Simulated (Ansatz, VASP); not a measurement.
## Cu in VASP and in Ansatz

```xyz
1
Lattice="2.4413 0.0000 0.0000 -1.2207 2.1143 0.0000 0.0000 0.0000 2.3800" Properties=species:S:1:pos:R:3 pbc="T T T"
Cu    0.0000    0.0000    0.0000
```

Alike in both runs: functional PBEsol; k mesh 9 × 9 × 8; occupations gaussian, width 0.1 eV; no spin polarisation.

Ansatz relaxed the structure, and its values are those at the end. VASP's run is a single point on that final structure, the one shown.

|  | VASP | Ansatz |
| --- | --- | --- |
| version | VASP 6.6.1 | Ansatz 0.2.0 |
| potentials or method | VASP PAW PBE potentials, release 64 (Cu) | scalar-relativistic, plane waves, PAW |
| plane-wave cutoff (eV) | 520 | 420 |
| valence electrons in the cell | 11 | 19 |

|  | VASP | Ansatz | Ansatz less VASP |
| --- | --- | --- | --- |
| gap on the k mesh at the Fermi level (eV) | none | none | - |
| pressure (GPa) | 0.7 | 0.1 | -0.65 |

A gap of «none» marks a metal or a gap that the smearing closes. With one functional, cell and mesh, what is left measures potentials, basis and numerics. The two sets of potentials don't hold the same shells in valence.

Caveats: the PAW data sets were made with another functional, which shifts forces and pressure a little (VASP).
